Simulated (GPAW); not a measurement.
Input of a GPAW 26.7.0 run:

The input run.py:

```python
from ase import Atoms
from ase.calculators.mixing import SumCalculator
from ase.filters import FrechetCellFilter
from ase.io import write
from ase.optimize import BFGS
from dftd3.ase import DFTD3
from gpaw import GPAW, PW, setup_paths

setup_paths.insert(0, '.')

atoms = Atoms(['Mg', 'O', 'O'],
              cell=[[1.604761016, 0.9265092046, 3.4939788749],
                    [-1.604761016, 0.9265092046, 3.4939788749],
                    [0.0, -1.8530184092, 3.4939788749]],
              scaled_positions=[[0.0, 0.0, 0.0],
                                [0.571214, 0.571214, 0.571214],
                                [0.428786, 0.428786, 0.428786]],
              pbc=True)

calc = GPAW(mode=PW(800),
            xc='PBEsol',
            kpts={'size': (7, 7, 7), 'gamma': True},
            occupations={'name': 'fermi-dirac', 'width': 0.05},
            nbands=21,
            convergence={'density': 1e-05, 'forces': 0.0001},
            maxiter=150,
            txt='gpaw.txt')
atoms.calc = SumCalculator([calc, DFTD3(method='pbesol', damping='d3bj')])
opt = BFGS(FrechetCellFilter(atoms), trajectory='relax.traj', logfile='-')
done = opt.run(fmax=0.02, steps=60)
calc.write('gs.gpw')
write('result.traj', atoms)
print('Converged:', done)
print('Cell:', atoms.cell.cellpar().round(4))
print('Volume:', round(atoms.get_volume(), 4))
print(atoms.get_scaled_positions().round(5))
```

Potentials or basis: PAW data sets generated in the run's folder for this functional, pw.

Command:

```sh
$ gpaw-setup -f PBEsol Mg O
$ OMP_NUM_THREADS=1 python run.py
```

Q: Estimate the band gap on the k mesh.

A: 2.67 eV, direct.

Q: Estimate the relaxed volume.

A: 9.86 Å³/atom.

Step by step:
```
step  energy change (eV)  largest force (eV/Å)  pressure (GPa)  volume (Å³)
   1              0.0000                0.3244           -6.77        31.17
   2             -0.0094                0.0490           -5.73        30.97
   3             -0.0228                0.3847           -2.85        30.38
   4             -0.0291                0.3425           -1.14        29.97
   5             -0.0326                0.0614            0.21        29.60
   6             -0.0328                0.0098            0.08        29.61
   7             -0.0330                0.0487           -0.05        29.62
   8             -0.0332                0.0726           -0.16        29.62
   9             -0.0334                0.0589           -0.16        29.60
  10             -0.0334                0.0213           -0.07        29.58
  11             -0.0334                0.0024           -0.01        29.58
```

Caveat: later steps reuse the first step's grids; an odd mesh through Γ misses points on the zone boundary, where band edges often lie.
